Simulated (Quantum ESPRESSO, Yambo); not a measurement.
An input for Yambo 5.3.0 (AlN (P6_3mc)):

```
optics
bss
bse
em1s
dipoles
rim_cut
RandQpts= 1000000
RandGvec= 1 RL
Chimod= "HARTREE"
BSKmod= "SEX"
BSEmod= "resonant"
BSSmod= "d"
BSENGexx= 30 Ry
BSENGBlk= 6 Ry
% BSEQptR
 1 | 1 |
%
% BSEBands
 3 | 15 |
%
% BEnRange
 0 | 11 | eV
%
% BDmRange
 0.1 | 0.1 | eV
%
BEnSteps= 111
% BLongDir
 1 | 0 | 0 |
%
% BndsRnXs
 1 | 89 |
%
NGsBlkXs= 6 Ry
% LongDrXs
 1 | 1 | 1 |
%
% KfnQP_E
 1.373 | 1.0 | 1.0 |
%
WRbsWF
```

The database entry behind the starting cell differs from later determinations by our own check (inner coordinate u about 0.002 short), so it need not match the best structure at ambient conditions.

```sh
OMP_NUM_THREADS=1 mpirun -n 4 yambo -F bse3.in -J bse3 -C bse3 > bse3.log
```

The stored states that it reads are on a 3×3×4 mesh. The structure is hexagonal, space group P6_3mc (No. 186). Conventional cell: a = 3.113 Å, b = 3.113 Å, c = 4.981 Å, α = 90.00°, β = 90.00°, γ = 120.00°. Al has 4 N at 1.89 Å nearest. Nearest to N lie 4 Al at 1.89 Å. Farther neighbours and most contacts between anions are not listed.

**Question.** Estimate wall time and host memory on 4 MPI ranks of Arm Neoverse V2, shared host.

It took 24 s; on shared hardware allow 12 s to 49 s. Peak host memory was 1.3 GiB.

The kernel grows as the square of the matrix size, and full diagonalisation as its cube.

[Paths, hosts, dates, memory and timing lines, banners, echoed tables and standing remarks are left out of the program output.]

[Logs are printed without paths, hosts, clocks, repeated set-up lines and the standing remarks that a program may print on its own settings, such as how far it seeks lower states.]

[Runs of the session that timed out or met a known fault of the program may be left out.]

[Hosts, paths, dates, database ids (printed as entryN), source tags and the programs' standing remarks are cut or masked in the printed files.]
